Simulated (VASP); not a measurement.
Runs of VASP 6.6.1 on W. Symmetry: Im-3m, No. 229, cubic system. Conventional cell: a = 3.165 Å, b = 3.165 Å, c = 3.165 Å, α = 90.00°, β = 90.00°, γ = 90.00°. W (site symmetry m-3m) is surrounded by 8 W at 2.74 Å. 

```tsv
task	level	potentials or basis	spin	cell	k mesh	cutoff (eV)	gap on the mesh (eV)	pressure (GPa)	relaxed volume (Å³/atom)
relaxation of cell and atoms	LDA	VASP PAW LDA potentials, release 64 (W_sv)	off	relaxed	12 × 12 × 12	600	none	0.0	15.49
relaxation of cell and atoms	PBE+D3	VASP PAW PBE potentials, release 64 (W_sv)	off	relaxed	12 × 12 × 12	600	none	0.0	15.79
band structure	LDA	VASP PAW LDA potentials, release 64 (W_sv)	SOC, no magnetisation	as given	9 × 9 × 9	520	-	-6.3	-
relaxation of cell and atoms	PBE+TS	VASP PAW PBE potentials, release 64 (W_sv)	off	relaxed	12 × 12 × 12	600	none	0.0	(a)
```

Alike in all rows: smearing fermi-dirac 0.05 eV.

Question: Fill in the values left out.

Answer: (a) 15.34.

Caveats: pairwise dispersion overbinds metals, which lowers pressure and volume (some runs); atom-pairwise D2, TS and ULG terms overbind metals (some runs).

A k mesh can miss the band edges, and rows without SOC leave out spin-orbit coupling on W.

A gap of «none» marks a metal or a gap under the smearing width.
